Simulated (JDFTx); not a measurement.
I:

```
I
1.0
     2.53835   -3.70662    0.00000
     2.53835    3.70662    0.00000
    -1.62087    0.00000    2.38110
I
1
Direct
  0.50000 0.50000 0.50000
```

* Program: JDFTx 1.7.0 (patched build)
* Task: single point
* Functional: PBE
* Potentials or basis: PseudoDojo-SR-PBE-0.5-standard
* Cutoff: 952 eV
* Density cutoff: 3810 eV
* k mesh: 7 × 7 × 11
* Occupations: fermi-dirac, width 0.05 eV
* Spin: no spin polarisation

On this cell: pressure 1.0 GPa; band gap on the k mesh none (metal or under the smearing width).

The same run follows on a disturbed copy (cell strained at random at fixed volume):

```xyz
1
Lattice="2.4412 -3.6483 -0.0117 2.6306 3.7780 -0.0649 -1.6552 -0.0585 2.4058" Properties=species:S:1:pos:R:3 pbc="T T T"
I     1.6868   -0.0071    1.2027
```

Question: What does the disturbed cell give?

Answer: The energy (extrapolated to zero smearing) moves by +0.3 meV/atom; pressure 0.4 GPa; band gap on the k mesh none (metal or under the smearing width).

Stress tensor (GPa, compression positive):
```
 0.29 -0.15  0.09
-0.15  0.77  0.03
 0.09  0.03  0.15
```

Caveats: an odd number of electrons without spin polarisation forces a metal; a magnetic or distorted state may lie lower; the empty levels aren't tightly converged (some runs).
